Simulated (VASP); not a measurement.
# In2O3 (Ia-3) in VASP: notebook

One crystal, In2O3, is run at these levels: PBE+D3(BJ), LDA; tasks: relaxation of cell and atoms.

Program: VASP 6.6.1. These are calculated values, not measurements. Logs are shortened: lines on timing, memory, paths and dates and some standing lists are left out, and cuts for length are marked.

**1. Starting point**

It takes space group Ia-3 (No. 206, cubic). The conventional cell has a = 10.140 Å, b = 10.140 Å, c = 10.140 Å, α = 90.00°, β = 90.00°, γ = 90.00°. Around In (site symmetry 2) lie 6 O at 2.15 to 2.19 Å. In (site symmetry -3) is surrounded by 6 O at 2.18 Å. O (site symmetry 1) is surrounded by 4 In at 2.15 to 2.19 Å.

**2. Relaxation of cell and atoms, PBE+D3(BJ)**

INCAR

```
PREC = Accurate ; ENCUT = 600
EDIFF = 1E-6 ; ISMEAR = 0
SIGMA = 0.03 ; LREAL = Auto
LASPH = True ; NELM = 80
ALGO = Normal ; ISIF = 3
LWAVE = False ; LCHARG = False
GGA = PE ; IVDW = 12
IBRION = 2 ; NSW = 90
EDIFFG = -0.01 ; KPAR = 8
```

KPOINTS

```
regular mesh
0
Gamma
  4 4 4
```

POSCAR

```
In2O3
1.0
   -5.0700000000      5.0700000000      5.0700000000
    5.0700000000     -5.0700000000      5.0700000000
    5.0700000000      5.0700000000     -5.0700000000
In O
16 24
Direct
    0.2500000000      0.2200000000      0.9700000000
    0.7500000000      0.2800000000      0.5300000000
    0.9700000000      0.2500000000      0.2200000000
    0.5300000000      0.7500000000      0.2800000000
    0.2200000000      0.9700000000      0.2500000000
    0.2800000000      0.5300000000      0.7500000000
    0.7500000000      0.7800000000      0.0300000000
    0.2500000000      0.7200000000      0.4700000000
    0.0300000000      0.7500000000      0.7800000000
    0.4700000000      0.2500000000      0.7200000000
    0.7800000000      0.0300000000      0.7500000000
    0.7200000000      0.4700000000      0.2500000000
    0.5000000000      0.5000000000      0.5000000000
    0.5000000000      0.0000000000      0.0000000000
    0.0000000000      0.5000000000      0.0000000000
    0.0000000000      0.0000000000      0.5000000000
    0.5250000000      0.7650000000      0.5300000000
    0.7350000000      0.9950000000      0.9700000000
    0.9750000000      0.5050000000      0.2400000000
    0.7650000000      0.7350000000      0.2600000000
    0.5300000000      0.5250000000      0.7650000000
    0.9700000000      0.7350000000      0.9950000000
    0.2400000000      0.9750000000      0.5050000000
    0.2600000000      0.7650000000      0.7350000000
    0.7650000000      0.5300000000      0.5250000000
    0.9950000000      0.9700000000      0.7350000000
    0.5050000000      0.2400000000      0.9750000000
    0.7350000000      0.2600000000      0.7650000000
    0.4750000000      0.2350000000      0.4700000000
    0.2650000000      0.0050000000      0.0300000000
    0.0250000000      0.4950000000      0.7600000000
    0.2350000000      0.2650000000      0.7400000000
    0.4700000000      0.4750000000      0.2350000000
    0.0300000000      0.2650000000      0.0050000000
    0.7600000000      0.0250000000      0.4950000000
    0.7400000000      0.2350000000      0.2650000000
    0.2350000000      0.4700000000      0.4750000000
    0.0050000000      0.0300000000      0.2650000000
    0.4950000000      0.7600000000      0.0250000000
    0.2650000000      0.7400000000      0.2350000000
```

Potentials or basis: VASP PAW PBE potentials, release 64 (In_d, O).

Started as:

```sh
cat potpaw_PBE.64/In_d/POTCAR potpaw_PBE.64/O/POTCAR > POTCAR
mpirun -np 8 vasp_std > vasp.out
```

OUTCAR:

```text
PREC = Accurate
   ENCUT = 600
   EDIFF = 1E-6
   ISMEAR = 0
   LREAL = Auto
   LASPH = True
   NELM = 80
   ISIF = 3
   GGA = PE
   IVDW = 12
   IBRION = 2
   NSW = 90
   EDIFFG = -0.01
 IVDW          = 12

 ion  position               nearest neighbor table
   1  0.250  0.220  0.970-  30 2.15  32 2.15  26 2.17  27 2.17  33 2.19  34 2.19  14 3.38  16 3.38
                             9 3.39  10 3.39  11 3.39  12 3.39  15 3.81  13 3.81   3 3.82   5 3.82
   2  0.750  0.280  0.530-  29 2.15  31 2.15  25 2.17  28 2.17  35 2.19  36 2.19  13 3.38  15 3.38
                             9 3.39  10 3.39  11 3.39  12 3.39  16 3.81  14 3.81   6 3.82   3 3.82
   3  0.970  0.250  0.220-  34 2.15  36 2.15  18 2.17  19 2.17  37 2.19  38 2.19  14 3.38  15 3.38
                             7 3.39   8 3.39  11 3.39  12 3.39  13 3.81  16 3.81   1 3.82   2 3.82
   4  0.530  0.750  0.280-  33 2.15  35 2.15  17 2.17  20 2.17  39 2.19  40 2.19  13 3.38  16 3.38
                            12 3.39   7 3.39   8 3.39  11 3.39  14 3.81  15 3.81   6 3.82   1 3.82
   5  0.220  0.970  0.250-  38 2.15  40 2.15  22 2.17  23 2.17  29 2.19  30 2.19  15 3.38  16 3.38
                             7 3.39   8 3.39   9 3.39  10 3.39  13 3.81  14 3.81   1 3.82   3 3.82
   6  0.280  0.530  0.750-  37 2.15  39 2.15  21 2.17  24 2.17  31 2.19  32 2.19  13 3.38  14 3.38
                            10 3.39   7 3.39   8 3.39   9 3.39  15 3.81  16 3.81   4 3.82   3 3.82
   7  0.750  0.780  0.030-  18 2.15  20 2.15  38 2.17  39 2.17  21 2.19  22 2.19  14 3.38  16 3.38
                             3 3.39   4 3.39   5 3.39   6 3.39  15 3.81  13 3.81  11 3.82  12 3.82
   8  0.250  0.720  0.470-  17 2.15  19 2.15  37 2.17  40 2.17  23 2.19  24 2.19  13 3.38  15 3.38
                             3 3.39   4 3.39   5 3.39   6 3.39  14 3.81  16 3.81  10 3.82  11 3.82
   9  0.030  0.750  0.780-  22 2.15  24 2.15  30 2.17  31 2.17  25 2.19  26 2.19  14 3.38  15 3.38
[... 37 lines left out ...]
  39  0.495  0.760  0.025-   6 2.15   7 2.17  14 2.18   4 2.19
  40  0.265  0.740  0.235-   5 2.15   8 2.17  15 2.18   4 2.19

  LATTYP: Found a body centered cubic cell.
 ALAT       =    10.1400000000

  Lattice vectors:

 A1 = (  -5.0700000000,   5.0700000000,   5.0700000000)
 A2 = (   5.0700000000,  -5.0700000000,   5.0700000000)
 A3 = (   5.0700000000,   5.0700000000,  -5.0700000000)

Analysis of symmetry for initial positions (statically):
=====================================================================
 Subroutine PRICEL returns:
 Original cell was already a primitive cell.

 Routine SETGRP: Setting up the symmetry group for a
 body centered cubic supercell.

 Subroutine GETGRP returns: Found 24 space group operations
 (whereof  6 operations were pure point group operations)
 out of a pool of 48 trial point group operations.

The static configuration has the point symmetry S_6 .
 The point group associated with its full space group is T_h .

Analysis of symmetry for dynamics (positions and initial velocities):
=====================================================================
 Subroutine PRICEL returns:
 Original cell was already a primitive cell.

 Routine SETGRP: Setting up the symmetry group for a
 body centered cubic supercell.

 Subroutine GETGRP returns: Found 24 space group operations
 (whereof  6 operations were pure point group operations)
 out of a pool of 48 trial point group operations.

The dynamic configuration has the point symmetry S_6 .
 The point group associated with its full space group is T_h .

 Subroutine INISYM returns: Found 24 space group operations
 (whereof  6 operations are pure point group operations),
 and found     1 'primitive' translations

----------------------------------------------------------------------------------------

                                     Primitive cell

  volume of cell :     521.2954

  direct lattice vectors                    reciprocal lattice vectors
    -5.070000000  5.070000000  5.070000000     0.000000000  0.098619329  0.098619329
     5.070000000 -5.070000000  5.070000000     0.098619329  0.000000000  0.098619329
     5.070000000  5.070000000 -5.070000000     0.098619329  0.098619329  0.000000000

  length of vectors
     8.781497594  8.781497594  8.781497594     0.139468793  0.139468793  0.139468793

  position of ions in fractional coordinates (direct lattice)
     0.250000000  0.220000000  0.970000000
     0.750000000  0.280000000  0.530000000
     0.970000000  0.250000000  0.220000000
     0.530000000  0.750000000  0.280000000
     0.220000000  0.970000000  0.250000000
     0.280000000  0.530000000  0.750000000
[... 32 lines left out ...]
     0.495000000  0.760000000  0.025000000
     0.265000000  0.740000000  0.235000000

  ion indices of the primitive-cell ions
   primitive index   ion index
                 1           1
                 2           2
                 3           3
                 4           4
                 5           5
                 6           6
[... 32 lines left out ...]
                39          39
                40          40

----------------------------------------------------------------------------------------

 KPOINTS: regular mesh

Automatic generation of k-mesh.
 Grid dimensions read from file:
 generate k-points for:    4    4    4

 Generating k-lattice:

  Cartesian coordinates                     Fractional coordinates (reciprocal lattice)
     0.000000000  0.024654832  0.024654832     0.250000000  0.000000000  0.000000000
     0.024654832  0.000000000  0.024654832     0.000000000  0.250000000  0.000000000
     0.024654832  0.024654832  0.000000000     0.000000000  0.000000000  0.250000000

  Length of vectors
     0.034867198  0.034867198  0.034867198

  Shift w.r.t. Gamma in fractional coordinates (k-lattice)
     0.000000000  0.000000000  0.000000000

 Subroutine IBZKPT returns following result:
 ===========================================

 Found      8 irreducible k-points:

 Following reciprocal coordinates:
            Coordinates               Weight
  0.000000  0.000000  0.000000      1.000000
  0.250000  0.000000  0.000000     12.000000
  0.500000  0.000000  0.000000      6.000000
  0.250000  0.250000  0.000000     24.000000
  0.250000  0.250000  0.250000      2.000000
 -0.250000  0.250000  0.250000      6.000000
  0.500000  0.500000  0.250000     12.000000
  0.500000  0.500000  0.500000      1.000000
   k-points           NKPTS =      8   k-points in BZ     NKDIM =      8   number of bands    NBANDS=    211
   number of dos      NEDOS =    301   number of ions     NIONS =     40
   total plane-waves  NPLWV = 343000
   dimension x,y,z NGX =    70 NGY =   70 NGZ =   70
   dimension x,y,z NGXF=   140 NGYF=  140 NGZF=  140
   ions per type =              16  24
   NGX,Y,Z   is equivalent  to a cutoff of  13.25, 13.25, 13.25 a.u.
   NGXF,Y,Z  is equivalent  to a cutoff of  26.50, 26.50, 26.50 a.u.
 SYSTEM =  unknown system
   PREC   = accura    normal or accurate (medium, high low for compatibility)
   ISTART =      0    job   : 0-new  1-cont  2-samecut
   ICHARG =      2    charge: 1-file 2-atom 10-const
   ISPIN  =      1    spin polarized calculation?
   LNONCOLLINEAR =      F non collinear calculations
   LSORBIT =      F    spin-orbit coupling
   LASPH  =      T    aspherical Exc in radial PAW
   ENCUT  =  600.0 eV  44.10 Ry    6.64 a.u.  17.54 17.54 17.54*2*pi/ulx,y,z
   NELM   =     80;   NELMIN=  2; NELMDL= -5     # of ELM steps
   EDIFF  = 0.1E-05   stopping-criterion for ELM
   LREAL  =      T    real-space projection
   EDIFFG = -.1E-01   stopping-criterion for IOM
   NSW    =     90    number of steps for IOM
   IBRION =      2    ionic relax: 0-MD 1-quasi-New 2-CG
   NFREE  =      1    steps in history (QN), initial steepest desc. (CG)
   ISIF   =      3    stress and relaxation
   ISYM   =      2    0-nonsym 1-usesym 2-fastsym
   POTIM  = 0.5000    time-step for ionic-motion
   TEBEG  =    0.0;   TEEND  =   0.0 temperature during run
   PSTRESS=    0.0 pullay stress
   NELECT =     352.0000    total number of electrons
   NUPDOWN=      -1.0000    fix difference up-down
   EMIN   =  10.00;   EMAX   =-10.00  energy-range for DOS
   EFERMI =   0.00;   METHOD = LEGACY
   ISMEAR =     0;   SIGMA  =   0.03  broadening in eV -4-tet -1-fermi 0-gaus
   EFERMI_NEDOS =   21; number of points for ismear=-14 and -15
   IALGO  =     38    algorithm
   IMIX   =      4    mixing-type and parameters
     AMIX     =   0.40;   BMIX     =  1.00
     AMIX_MAG =   1.60;   BMIX_MAG =  1.00
  volume/ion in A,a.u.               =      13.03        87.95
  Fermi-wavevector in a.u.,A,eV,Ry     =   1.436242  2.714105 28.065995  2.062792
  Thomas-Fermi vector in A             =   2.555452
   LORBIT       =      0    0 simple, 1 ext, 2 COOP (PROOUT), +10 PAW based schemes
   GGA     = PE    functional components
   LHFCALC =     F    Hartree Fock is set to
   AEXX    =    0.0000 exact exchange contribution
   IVDW    =    12    specifies the selected vdW correction
   LEPSILON=     F    determine dielectric tensor
   LRPA    =     F    only Hartree local field effects (RPA)
 conjugate gradient relaxation of ions
 non-spin polarized calculation
 Gauss-broadening in eV      SIGMA  =   0.03
  energy-cutoff  :      600.00
  volume of cell :      521.30
 maximum number of plane-waves:     17549
   NGX = 35   NGY = 35   NGZ = 35

--------------------------------------- Ionic step        1  -------------------------------------------

 number of electron     352.0000024 magnetization

 Free energy of the ion-electron system (eV)
  ---------------------------------------------------
  ext. energy  EPLUGINS =         0.00000000
  ---------------------------------------------------
  free energy    TOTEN  =      -220.73273480 eV

  energy without entropy =     -220.73273480  energy(sigma->0) =     -220.73273480

------------------------ aborting loop because EDIFF is reached ----------------------------------------

 Edisp (eV)   -8.70864

 E8    (eV) :    -3.6980
[... 219 lines left out ...]
  FREE ENERGIE OF THE ION-ELECTRON SYSTEM (eV)
  ---------------------------------------------------
  free  energy   TOTEN  =      -230.9152655101 eV

  energy  without entropy=     -230.9152655101  energy(sigma->0) =     -230.91526551

[... ionic steps 4 to 14 ...]

--------------------------------------- Ionic step       15  -------------------------------------------

 number of electron     351.9999918 magnetization

------------------------ aborting loop because EDIFF is reached ----------------------------------------
[... 151 lines left out ...]
--------------------------------------- Ionic step       17  -------------------------------------------

 number of electron     351.9999927 magnetization

 Free energy of the ion-electron system (eV)
  ---------------------------------------------------
  ext. energy  EPLUGINS =         0.00000000
  ---------------------------------------------------
  free energy    TOTEN  =      -223.06919342 eV

  energy without entropy =     -223.06919342  energy(sigma->0) =     -223.06919342

 E-fermi :   5.2892     XC(G=0): -10.8391

 val. band max:        5.1085507569   @ k =   0.0000   0.0000   0.0000
 cond. band min:       6.1217352867   @ k =   0.0000   0.0000   0.0000
 fundamental gap:      1.0131845298
 Fermi energy:         5.2892237557

 k-point     1 :       0.0000    0.0000    0.0000
  band No.  band energies     occupation
      1     -12.4680      2.00000
      2     -11.8947      2.00000
      3     -11.8947      2.00000
      4     -11.8225      2.00000
      5     -11.8225      2.00000
      6     -11.8225      2.00000
[... 1517 lines left out ...]
    187      11.5765      0.00000
    188      11.5765      0.00000
 [bands above 188 left out]

------------------------ aborting loop because EDIFF is reached ----------------------------------------

 Edisp (eV)   -8.46262

 E8    (eV) :    -3.5940
[... 63 lines left out ...]
  FREE ENERGIE OF THE ION-ELECTRON SYSTEM (eV)
  ---------------------------------------------------
  free  energy   TOTEN  =      -231.5318106824 eV

  energy  without entropy=     -231.5318106824  energy(sigma->0) =     -231.53181068

 reached required accuracy - stopping structural energy minimisation
```

Run time: 37 min. Hardware: 8 MPI ranks of Intel Xeon 6975P-C (Granite Rapids), shared host; peak memory 1.3 GiB.

What came out:

```yaml
Free_energy: -231.5318 eV
Relaxed_volume: 13.41 Å³/atom
Relaxed_cell: a = 8.866 Å, b = 8.866 Å, c = 8.866 Å, α = 109.47°, β = 109.47°, γ = 109.47°
Space_group_after_relaxing_to_0.05_Å: Ia-3 (No. 206)
Energy_gained_by_relaxing: 52.3 meV/atom
Ionic_steps: 17
Pressure_after_relaxing: -0.1 GPa
Largest_force_after_relaxing: 0.008 eV/Å
Band_gap_on_the_k_mesh: 1.01 eV, direct
Dispersion_energy_per_atom: -0.212 eV
```

Forces on the atoms (eV/Å):
```
In  -0.004  0.000  0.000
In   0.004  0.000  0.000
In   0.000 -0.004  0.000
In   0.000  0.004  0.000
In   0.000  0.000 -0.004
In   0.000  0.000  0.004
In   0.004  0.000  0.000
In  -0.004  0.000  0.000
In   0.000  0.004  0.000
In   0.000 -0.004  0.000
In   0.000  0.000  0.004
In   0.000  0.000 -0.004
In   0.000  0.000  0.000
In   0.000  0.000  0.000
In   0.000  0.000  0.000
In   0.000  0.000  0.000
O   -0.006 -0.004 -0.001
O    0.006  0.004 -0.001
O   -0.006  0.004  0.001
O    0.006 -0.004  0.001
O   -0.001 -0.006 -0.004
O   -0.001  0.006  0.004
O    0.001 -0.006  0.004
O    0.001  0.006 -0.004
O   -0.004 -0.001 -0.006
O    0.004 -0.001  0.006
O    0.004  0.001 -0.006
O   -0.004  0.001  0.006
O    0.006  0.004  0.001
O   -0.006 -0.004  0.001
O    0.006 -0.004 -0.001
O   -0.006  0.004 -0.001
O    0.001  0.006  0.004
O    0.001 -0.006 -0.004
O   -0.001  0.006 -0.004
O   -0.001 -0.006  0.004
O    0.004  0.001  0.006
O   -0.004  0.001 -0.006
O   -0.004 -0.001  0.006
O    0.004 -0.001 -0.006
```

The path:
| step | energy change (eV) | largest force (eV/Å) | pressure (GPa) | volume (Å³) |
| --- | --- | --- | --- | --- |
| 1 | 0.0000 | 1.4612 | 7.16 | 521.30 |
| 2 | -1.0951 | 0.4499 | -7.16 | 566.49 |
| 3 | -1.4739 | 0.5332 | -3.11 | 550.27 |
| 4 | -1.8890 | 0.4164 | -0.29 | 537.96 |
| 5 | -1.9021 | 0.4969 | 0.38 | 535.41 |
| 6 | -2.0212 | 0.2345 | 0.31 | 535.08 |
| 7 | -2.0556 | 0.1235 | 0.28 | 534.80 |
| 8 | -2.0557 | 0.1350 | 0.27 | 534.77 |
| 9 | -2.0715 | 0.0745 | -0.30 | 536.74 |
| 10 | -2.0719 | 0.0737 | -0.41 | 537.14 |
| 11 | -2.0812 | 0.0621 | 0.20 | 534.95 |
| 12 | -2.0813 | 0.0635 | 0.29 | 534.70 |
| 13 | -2.0883 | 0.0342 | 0.13 | 535.45 |
| 14 | -2.0900 | 0.0246 | 0.06 | 535.96 |
| 15 | -2.0900 | 0.0283 | 0.04 | 536.03 |
| 16 | -2.0900 | 0.0260 | 0.05 | 536.01 |
| 17 | -2.0904 | 0.0077 | -0.09 | 536.42 |

Final structure:
```cif
data_structure
_symmetry_space_group_name_H-M 'P 1'
_symmetry_Int_Tables_number 1
_cell_length_a 8.8656
_cell_length_b 8.8656
_cell_length_c 8.8656
_cell_angle_alpha 109.471
_cell_angle_beta 109.471
_cell_angle_gamma 109.471
_cell_volume 536.42
loop_
_atom_site_label
_atom_site_type_symbol
_atom_site_fract_x
_atom_site_fract_y
_atom_site_fract_z
_atom_site_occupancy
In1 In 0.25000 0.21611 0.96611 1
In2 In 0.75000 0.28389 0.53389 1
In3 In 0.96611 0.25000 0.21611 1
In4 In 0.53389 0.75000 0.28389 1
In5 In 0.21611 0.96611 0.25000 1
In6 In 0.28389 0.53389 0.75000 1
In7 In 0.75000 0.78389 0.03389 1
In8 In 0.25000 0.71611 0.46611 1
In9 In 0.03389 0.75000 0.78389 1
In10 In 0.46611 0.25000 0.71611 1
In11 In 0.78389 0.03389 0.75000 1
In12 In 0.71611 0.46611 0.25000 1
In13 In 0.50000 0.50000 0.50000 1
In14 In 0.50000 0.00000 0.00000 1
In15 In 0.00000 0.50000 0.00000 1
In16 In 0.00000 0.00000 0.50000 1
O1 O 0.53671 0.77234 0.54495 1
O2 O 0.72739 0.99176 0.95505 1
O3 O 0.96329 0.50824 0.23563 1
O4 O 0.77261 0.72766 0.26437 1
O5 O 0.54495 0.53671 0.77234 1
O6 O 0.95505 0.72739 0.99176 1
O7 O 0.23563 0.96329 0.50824 1
O8 O 0.26437 0.77261 0.72766 1
O9 O 0.77234 0.54495 0.53671 1
O10 O 0.99176 0.95505 0.72739 1
O11 O 0.50824 0.23563 0.96329 1
O12 O 0.72766 0.26437 0.77261 1
O13 O 0.46329 0.22766 0.45505 1
O14 O 0.27261 0.00824 0.04495 1
O15 O 0.03671 0.49176 0.76437 1
O16 O 0.22739 0.27234 0.73563 1
O17 O 0.45505 0.46329 0.22766 1
O18 O 0.04495 0.27261 0.00824 1
O19 O 0.76437 0.03671 0.49176 1
O20 O 0.73563 0.22739 0.27234 1
O21 O 0.22766 0.45505 0.46329 1
O22 O 0.00824 0.04495 0.27261 1
O23 O 0.49176 0.76437 0.03671 1
O24 O 0.27234 0.73563 0.22739 1
```

Levels at points of the mesh, in eV from the valence-band top:
```csv
k point,band 172,band 173,band 174,band 175,band 176,band 177,band 178,band 179,band 180,band 181
"(0.00, 0.00, 0.00)",-0.23,-0.23,0.00,0.00,0.00,1.01,5.31,5.31,5.31,5.38
"(0.50, 0.00, 0.00)",-0.21,-0.14,-0.14,-0.02,-0.02,3.08,3.08,4.79,4.79,4.88
"(0.50, 0.50, 0.50)",-0.23,-0.22,-0.22,-0.22,-0.14,3.98,3.98,3.98,4.01,4.01
```

Caveat: spin-orbit coupling is left out, which moves the levels of the heavy elements.

(Part 1 of 3 ends here.)
